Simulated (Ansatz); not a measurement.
A plane-wave DFT run in Ansatz 0.2.0 (scalar-relativistic PAW potentials unless the input names others): input and command.

```yaml
crystal:
  lattice:
    - [3.258955, 0.0, 0.0]
    - [0.0, 3.258955, 0.0]
    - [0.0, 0.0, 3.258955]
  atoms:
    - { symbol: K, position: [0.0, 0.0, 0.0] }
    - { symbol: F, position: [0.5, 0.5, 0.5] }
  symmetry: { detect: false }
basis:
  ecutwfc: 420
  ecutrho_ratio: 6
kpoints:
  mp_grid: { grid: [8, 8, 8] }
hamiltonian:
  xc: lda
scf:
  occupations: { method: gaussian, width: 0.05 }
  initial_density: { chi_scale: 0.1 }
output:
  forces: true
  eigenvalues: true
  stress: true
```

```bash
ansatz run input.yaml --threads 1 --pin off --max-ram 1228MiB --backend cpu --events-out ev --progress --plain --runs-dir out
```

Abridged log:
```
Basis set: ecut = 420 eV, 691 PW (Γ)
Bands: 12, of which v1, the nominal top of the filled ones, is band 8 counted from 1 (7 counted from 0)
Symmetry: 1 space group operations
k-points: 260 of 512 (time reversal used)
SCF iter   1: F=—  HF=-2296.397507 eV  |F-HF|=—  |Δ(HF+E_count)|=         —  Δρ=2.34e-1  dr2=1.66e1  ethr=3.10e-3  ⟨swp⟩=6.1  Hψ=20988  notcnv=0
SCF iter   2: F=—  HF=-2292.708579 eV  |F-HF|=—  |Δ(HF+E_count)|=    3.69e0  Δρ=3.36e-2  dr2=4.93e-1  ethr=3.10e-3  ⟨swp⟩=3.6  Hψ=9475  notcnv=0
SCF iter   3: F=—  HF=-2292.576946 eV  |F-HF|=—  |Δ(HF+E_count)|=   1.32e-1  Δρ=9.93e-3  dr2=3.78e-2  ethr=3.08e-3  ⟨swp⟩=2.6  Hψ=4982  notcnv=0
SCF iter   4: F=—  HF=-2292.564665 eV  |F-HF|=—  |Δ(HF+E_count)|=   1.23e-2  Δρ=2.31e-3  dr2=2.26e-3  ethr=2.37e-4  ⟨swp⟩=3.2  Hψ=5684  notcnv=0
SCF iter   5: F=—  HF=-2292.564024 eV  |F-HF|=—  |Δ(HF+E_count)|=   6.41e-4  Δρ=7.63e-4  dr2=2.35e-4  ethr=1.41e-5  ⟨swp⟩=1.9  Hψ=3642  notcnv=0
SCF iter   6: F=—  HF=-2292.563955 eV  |F-HF|=—  |Δ(HF+E_count)|=   6.93e-5  Δρ=8.10e-5  dr2=1.82e-6  ethr=1.47e-6  ⟨swp⟩=2.0  Hψ=3900  notcnv=0
SCF iter   7: F=—  HF=-2292.563955 eV  |F-HF|=—  |Δ(HF+E_count)|=   4.40e-7  Δρ=2.01e-5  dr2=1.63e-7  ethr=6.25e-10  ⟨swp⟩=6.3  Hψ=17305  notcnv=0
SCF iter   8: F=-2292.563955 eV  HF=-2292.563955 eV  |F-HF|=3.42e-8  |Δ(HF+E_count)|=   3.47e-8  Δρ=9.65e-6  dr2=3.78e-8  ethr=6.25e-10  ⟨swp⟩=3.1  Hψ=8379  notcnv=0
SCF 1 converged in 8 iterations: F = -2292.563955 eV  dr2 = 3.78e-8
SCF converged after 8 iterations
Free energy (F): -2292.563955 eV
Harris-Foulkes:  -2292.563955 eV  (|F-HF|=3.42e-8)
Internal energy: -2292.563955 eV  (E = F + TS)
E sigma→0 (E₀):  -2292.563955 eV
Fermi energy:    5.175532 eV
--- Forces (eV/Å), atoms counted from 1 ---
  atom   1  K      0.00000040    -0.00000118    -0.00000088
  atom   2  F      0.00000016    -0.00000047    -0.00000034
--- Stress (GPa, compression-positive) ---
       -5.752369       0.000000       0.000000
        0.000000      -5.752369       0.000000
        0.000000       0.000000      -5.752369
  P = ⅓ Tr σ = -5.7524 GPa (-57.524 kbar)
```

Apart from outputs and empty bands, the input differs from a reference run on usual settings in basis.ecutrho_ratio: not typed → 6; scf.initial_density.chi_scale: not typed → 0.1; crystal.symmetry: not typed → {"detect": false}. The reference, at the same geometry (not necessarily relaxed), gave pressure -5.75 GPa, largest force 0.000 eV/Å, gap on the mesh 5.93 eV. This run converged in 8 SCF iterations (reference: 6) with an energy at zero smearing within 0.01 meV/atom of the reference's, pressure -5.75 GPa, largest force 0.000 eV/Å, gap on the mesh 5.93 eV.